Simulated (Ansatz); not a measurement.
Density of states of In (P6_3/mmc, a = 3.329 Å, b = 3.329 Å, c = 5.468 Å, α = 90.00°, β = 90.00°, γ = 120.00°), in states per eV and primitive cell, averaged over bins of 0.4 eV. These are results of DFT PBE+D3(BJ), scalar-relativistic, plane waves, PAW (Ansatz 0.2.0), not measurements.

Cutoff 420 eV; k points 15×15×8 on the computed 2-atom cell (Γ-centred); Gaussian smearing, width 0.10 eV; no spin polarisation.

The cell is relaxed at this level. The states (both spins) are summed by tetrahedra on a 23×23×12 mesh at the self-consistent density. Energies are bin centres; the table starts no lower than −8 eV and ends at 6 eV, or lower where the solved bands end.

It is a metal at this level.

```tsv
E − E_F (eV)	total	In 5p	In 5s
-7.85	0.40	0.21	0.19
-7.45	0.44	0.24	0.20
-7.05	0.49	0.27	0.22
-6.65	0.52	0.29	0.23
-6.25	0.56	0.31	0.25
-5.85	0.60	0.32	0.27
-5.45	0.64	0.33	0.30
-5.05	0.72	0.35	0.36
-4.65	0.74	0.34	0.39
-4.25	0.70	0.30	0.39
-3.85	0.71	0.32	0.39
-3.45	0.80	0.34	0.45
-3.05	0.83	0.32	0.50
-2.65	0.80	0.32	0.47
-2.25	0.62	0.34	0.27
-1.85	0.59	0.43	0.15
-1.45	0.87	0.66	0.19
-1.05	1.01	0.73	0.27
-0.65	0.96	0.65	0.29
-0.25	0.88	0.59	0.27
0.15	0.95	0.67	0.25
0.55	1.09	0.79	0.27
0.95	1.01	0.75	0.23
1.35	1.07	0.81	0.23
1.75	0.98	0.73	0.22
2.15	0.99	0.74	0.21
2.55	1.08	0.81	0.22
2.95	1.07	0.81	0.20
3.35	1.17	0.91	0.18
3.75	1.23	0.96	0.17
4.15	1.30	1.04	0.15
4.55	1.32	1.05	0.14
4.95	1.27	1.01	0.12
```

The columns after the total are the Löwdin projections on the occupied valence shells of the potentials. The rest of the total lies in shells that are empty in the free atom, which aren't projected, and between the atoms.

This form isn't the element's structure at ambient conditions.

Cost: 1 run of about 0.52 core-minutes, on Intel Xeon Platinum 8259CL (Skylake/Cascade Lake) (shared hosts).